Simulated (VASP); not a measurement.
## S: single point with PBE

The system is S.

```xyz
4
Lattice="5.6781 0.0000 0.0000 0.0000 5.6781 0.0000 0.0000 0.0000 2.9496" Properties=species:S:1:pos:R:3 pbc="T T T"
S     5.0159    5.0159    1.4748
S     0.6621    0.6621    1.4748
S     2.1769    3.5011    0.0000
S     3.5011    2.1769    0.0000
```

This isn't the form of S at room conditions, which is orthorhombic, of S8 rings.

- Program: VASP 6.6.1
- Task: single point
- Functional: PBE
- Potentials or basis: VASP PAW PBE potentials, release 64 (S)
- Cutoff: 520 eV
- k mesh: 2 × 4 × 5
- Occupations: gaussian, width 0.1 eV
- Spin: no spin polarisation
- Dipole correction: no
- Further INCAR settings: ALGO = Normal; EDIFF = 1e-06; NBANDS = 20; ISYM = 0

The pressure is 2.0 GPa, the largest force is 0.573 eV/Å and the band gap on the k mesh is none (metal or under the smearing width).

Forces on the atoms (eV/Å):
```
S   -0.373 -0.435  0.000
S    0.373  0.435  0.000
S   -0.373  0.435  0.000
S    0.373 -0.435  0.000
```

Stress tensor (GPa, compression positive):
```
3.05 0.00 0.00
0.00 2.78 0.00
0.00 0.00 0.30
```

Levels at points of the mesh, in eV from the Fermi level:
| k point | band 10 | band 11 | band 12 | band 13 | band 14 | band 15 |
| --- | --- | --- | --- | --- | --- | --- |
| (0.00, 0.00, 0.00) | -1.59 | -1.10 | 0.63 | 2.32 | 2.32 | 4.39 |
| (0.50, 0.00, 0.00) | -1.35 | -0.97 | -0.97 | 2.33 | 2.33 | 3.09 |
| (0.00, 0.50, 0.00) | -1.35 | -0.97 | -0.97 | 2.33 | 2.33 | 3.09 |
| (0.50, 0.50, 0.00) | -1.34 | -0.69 | -0.69 | 2.28 | 2.28 | 4.15 |

Wall time 20 s on 1 thread of Intel(R) Xeon(R) Platinum 8488C (Sapphire Rapids), on a shared host, peak memory 0.19 GiB.

Caveat: the k mesh is coarse (spacing up to 0.55 Å⁻¹), so the values aren't converged.
